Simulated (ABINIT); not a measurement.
# BN (F-43m) in ABINIT: settings compared, part 2 of 2

ABINIT 10.8.3 (patched build).

## (3) Single point, LDA

run.abi

```
# Pseudopotentials
pp_dirpath "./"
pseudos "N.LDA_PW-JTH.xml, B.LDA_PW-JTH.xml"

# Structure
acell 4.8452022309 4.8452022309 4.8452022309
rprim
     0.0000000000     0.7071067812     0.7071067812
     0.7071067812     0.0000000000     0.7071067812
     0.7071067812     0.7071067812     0.0000000000
ntypat 2
znucl 7 5
natom 2
typat 1 2
xcart
     0.9065005000     0.9065005000     0.9065005000
     0.0000000000     0.0000000000     0.0000000000 Angstrom

# Plane-wave basis
ecut 25.0
pawecutdg 47.0

# k points
kptopt 1
ngkpt 8 8 8
nshiftk 1
shiftk 0.0 0.0 0.0

# Exchange and correlation
ixc 7

# Bands and occupations
nband 8
occopt 3
tsmear 0.05 eV

# SCF cycle
nstep 100
tolvrs 1.0e-9

# Output
iomode 3
prtwf 0
prteig 0
prtebands 0
enunit 2
prtden 1
prtvha 1
prtvclmb 1
prtpot 1
```

Potentials or basis: JTH PAW LDA v2.0.

Command:

```
$ abinit run.abi > log 2>&1
```

run.abo:

```text
.Version 10.8.3 of ABINIT
 Symmetries : space group F-4 3 m (#216); Bravais cF (face-center cubic)
================================================================================
 Values of the parameters that define the memory need of the present run
     intxc =       0    ionmov =       0      iscf =      17    lmnmax =       8
     lnmax =       4     mgfft =      24  mpssoang =       2    mqgrid =    3001
     natom =       2  nloc_mem =       2    nspden =       1   nspinor =       1
    nsppol =       1      nsym =      24    n1xccc =       1    ntypat =       2
    occopt =       3   xclevel =       1
       mpw =         495          nfft =       13824          nkpt =          29
 PAW method is used; the additional fine FFT grid is defined by:
   mgfftf=        30    nfftf =     27000
================================================================================
================================================================================

--------------------------------------------------------------------------------
------------- Echo of variables that govern the present computation ------------
--------------------------------------------------------------------------------
 -outvars: echo values of preprocessed input variables --------
            acell      4.8452022309E+00  4.8452022309E+00  4.8452022309E+00 Bohr
              amu      1.40067400E+01  1.08110000E+01
             ecut      2.50000000E+01 Hartree
           enunit           2
              ixc           7
         kptrlatt        8    0    0      0    8    0      0    0    8
          kptrlen      3.87616178E+01
            natom           2
            nband           8
            ngfft          24      24      24
          ngfftdg          30      30      30
             nkpt          29
            nstep         100
             nsym          24
           ntypat           2
           occopt           3
        pawecutdg      4.70000000E+01 Hartree
        prtebands           0
           prteig           0
           prtpot           1
         prtvclmb           1
           prtvha           1
            prtwf           0
            rprim      0.0000000000E+00  7.0710678120E-01  7.0710678120E-01
                       7.0710678120E-01  0.0000000000E+00  7.0710678120E-01
                       7.0710678120E-01  7.0710678120E-01  0.0000000000E+00
          spgroup         216
           tolvrs      1.00000000E-09
           tsmear      1.83746611E-03 Hartree
            typat      1  2
           useylm           1
           xangst      9.0650050000E-01  9.0650050000E-01  9.0650050000E-01
                       5.9325426481E-10  5.9325426481E-10  5.9325426481E-10
            xcart      1.7130376780E+00  1.7130376780E+00  1.7130376780E+00
                       1.1210880835E-09  1.1210880835E-09  1.1210880835E-09
             xred      2.5000000016E-01  2.5000000016E-01  2.5000000016E-01
                       1.6361112465E-10  1.6361112465E-10  1.6361112465E-10
            znucl        7.00000    5.00000

================================================================================

 chkinp: Checking input parameters for consistency.

================================================================================
== DATASET  1 ==================================================================

--- !DatasetInfo
iteration_state: {dtset: 1, }
dimensions: {natom: 2, nkpt: 29, mband: 8, nsppol: 1, nspinor: 1, nspden: 1, mpw: 495, }
cutoff_energies: {ecut:  25.0, pawecutdg:  47.0, }
electrons: {nelect:   8.00000000E+00, charge:   0.00000000E+00, occopt:   3.00000000E+00, tsmear:   1.83746611E-03, }
meta: {optdriver: 0, ionmov: 0, optcell: 0, iscf: 17, paral_kgb: 0, }
...

 Exchange-correlation functional for the present dataset will be:
[... 97 lines left out ...]
- [ -3.68403295E-30,   1.22801098E-30,   1.22801098E-30, ]
force_length_stats: {min:   4.07285167E-30, max:   4.07285167E-30, mean:   4.07285167E-30, }
...

 Integrated electronic density in atomic spheres:
 ------------------------------------------------
 Atom  Sphere_radius  Integrated_density
    1        1.20497          2.67321851
    2        1.70617          2.05742444

================================================================================

 ----iterations are completed or convergence reached----

 Mean square residual over all n,k,spin=   86.569E-12; max=  18.621E-09
 reduced coordinates (array xred) for    2 atoms
       0.250000000164      0.250000000164      0.250000000164
       0.000000000164      0.000000000164      0.000000000164
 rms dE/dt=  1.1900E-29; max dE/dt=  1.6829E-29; dE/dt below (all hartree)
    1       0.000000000000     -0.000000000000     -0.000000000000
    2       0.000000000000      0.000000000000      0.000000000000

 cartesian coordinates (angstrom) at end:
    1      0.90650050000000     0.90650050000000     0.90650050000000
    2      0.00000000059325     0.00000000059325     0.00000000059325

 cartesian forces (hartree/bohr) at end:
    1      0.00000000000000    -0.00000000000000    -0.00000000000000
    2     -0.00000000000000     0.00000000000000     0.00000000000000
 frms,max,avg= 2.3514620E-30 3.6840329E-30   0.000E+00  0.000E+00  0.000E+00 h/b

 cartesian forces (eV/Angstrom) at end:
    1      0.00000000000000    -0.00000000000000    -0.00000000000000
    2     -0.00000000000000     0.00000000000000     0.00000000000000
 frms,max,avg= 1.2091704E-28 1.8944059E-28   0.000E+00  0.000E+00  0.000E+00 e/A
 length scales=  4.845202230900  4.845202230900  4.845202230900 bohr
              =  2.563970601069  2.563970601069  2.563970601069 angstroms
 Fermi (or HOMO) energy (hartree) =   0.35617   Average Vxc (hartree)=  -0.47934
 Eigenvalues (hartree) for nkpt=  29  k points:
 kpt#   1, nband=  8, wtk=  0.00195, kpt=  0.0000  0.0000  0.0000 (reduced coord)
  -0.42672    0.30752    0.30752    0.30752    0.62463    0.62463    0.62463    0.68481
      occupation numbers for kpt#   1
   2.00000    2.00000    2.00000    2.00000    0.00000    0.00000    0.00000    0.00000
 prteigrs : prtvol=0 or 1, do not print more k-points.

 Fermi (or HOMO) energy (eV) =   9.69176   Average Vxc (eV)= -13.04357
 Eigenvalues (   eV  ) for nkpt=  29  k points:
 kpt#   1, nband=  8, wtk=  0.00195, kpt=  0.0000  0.0000  0.0000 (reduced coord)
 -11.61174    8.36818    8.36818    8.36818   16.99700   16.99700   16.99700   18.63470
 prteigrs : prtvol=0 or 1, do not print more k-points.

--- !EnergyTerms
iteration_state     : {dtset: 1, }
comment             : Components of total free energy in Hartree
kinetic             :  7.89529597122123E+00
hartree             :  1.80183189010180E+00
xc                  : -3.87398582748362E+00
Ewald energy        : -1.31304314004290E+01
psp_core            :  7.03456957621683E-01
local_psp           : -7.80891538168015E+00
PAW spherical_terms :  1.39739993374713E+00
internal            : -1.30153478569010E+01
'-kT*entropy'       : -1.19674878468889E-15
total_energy        : -1.30153478569010E+01
total_energy_eV     : -3.54165657659933E+02
...

--- !EnergyTermsDC
iteration_state     : {dtset: 1, }
comment             : '"Double-counting" decomposition of free energy'
band_energy         :  1.71486286199664E-01
Ewald energy        : -1.31304314004290E+01
psp_core            :  7.03456957621683E-01
xc_dc               : -1.00072941808925E+00
PAW spherical_terms :  2.40868324529838E-01
internal            : -1.30153492501671E+01
'-kT*entropy'       : -1.19674878468889E-15
total_energy_dc     : -1.30153492501671E+01
total_energy_dc_eV  : -3.54165695572636E+02
...

--- !EnergyTermsWithPAWCore
iteration_state     : {dtset: 1, }
comment             : 'Components of total free energy, including PAW core contributions'
Total energy        : -7.91185034373871E+01
Total energy DC     : -7.91185048306532E+01
Total energy (eV)   : -2.15292415623872E+03
Total energy DC (eV): -2.15292419415142E+03
...

 Cartesian components of stress tensor (hartree/bohr^3)
  sigma(1 1)=  4.96968012E-04  sigma(3 2)=  0.00000000E+00
  sigma(2 2)=  4.96968012E-04  sigma(3 1)=  0.00000000E+00
  sigma(3 3)=  4.96968012E-04  sigma(2 1)=  0.00000000E+00

-Cartesian components of stress tensor (GPa)         [Pressure= -1.4621E+01 GPa]
- sigma(1 1)=  1.46213037E+01  sigma(3 2)=  0.00000000E+00
- sigma(2 2)=  1.46213037E+01  sigma(3 1)=  0.00000000E+00
- sigma(3 3)=  1.46213037E+01  sigma(2 1)=  0.00000000E+00

== END DATASET(S) ==============================================================
================================================================================

 -outvars: echo values of variables after computation  --------
            acell      4.8452022309E+00  4.8452022309E+00  4.8452022309E+00 Bohr
           etotal     -1.3015349250E+01
            fcart      3.6840329474E-30 -1.2280109825E-30 -1.2280109825E-30
                      -3.6840329474E-30  1.2280109825E-30  1.2280109825E-30
            rprim      0.0000000000E+00  7.0710678120E-01  7.0710678120E-01
                       7.0710678120E-01  0.0000000000E+00  7.0710678120E-01
                       7.0710678120E-01  7.0710678120E-01  0.0000000000E+00
           strten      4.9696801172E-04  4.9696801172E-04  4.9696801172E-04
                       0.0000000000E+00  0.0000000000E+00  0.0000000000E+00
           xangst      9.0650050000E-01  9.0650050000E-01  9.0650050000E-01
                       5.9325426481E-10  5.9325426481E-10  5.9325426481E-10
             xred      2.5000000016E-01  2.5000000016E-01  2.5000000016E-01
                       1.6361112465E-10  1.6361112465E-10  1.6361112465E-10
 Calculation completed.
```

Run time: 4.9 s. Hardware: 1 thread of Intel Xeon Platinum 8259CL at 2.50GHz (Skylake/Cascade Lake), shared host; peak memory 0.07 GiB.

Results:

* Free energy: -354.1657 eV
* Band gap on the k mesh: 4.34 eV, indirect (least direct gap 8.63 eV)
* Valence electrons inside the program's atomic spheres: N 2.67; B 2.06

Caveat: the cutoff is too short for stress, so the log's stress isn't used.

## (4) How close it comes

Step 2. Measured gap of BN: 6.4 eV (indirect; 300 K; a printed reference work, monograph). This calculation gives 4.44 eV (-1.96 eV). The value is that of PBE on a finite k mesh, which can miss the band edges, without temperature or zero-point motion. Semilocal functionals fall short of measured gaps as a rule. The cell is a database's relaxed one, not the measured one, which moves gaps too.

Step 3. A measured gap of BN is 6.4 eV (indirect; 300 K; a printed reference work, monograph); the calculated 4.34 eV misses it by -2.06 eV. The value is that of LDA on a finite k mesh, which can miss the band edges, without temperature or zero-point motion. Semilocal functionals fall short of measured gaps as a rule. The cell is a database's relaxed one, not the measured one, which moves gaps too.
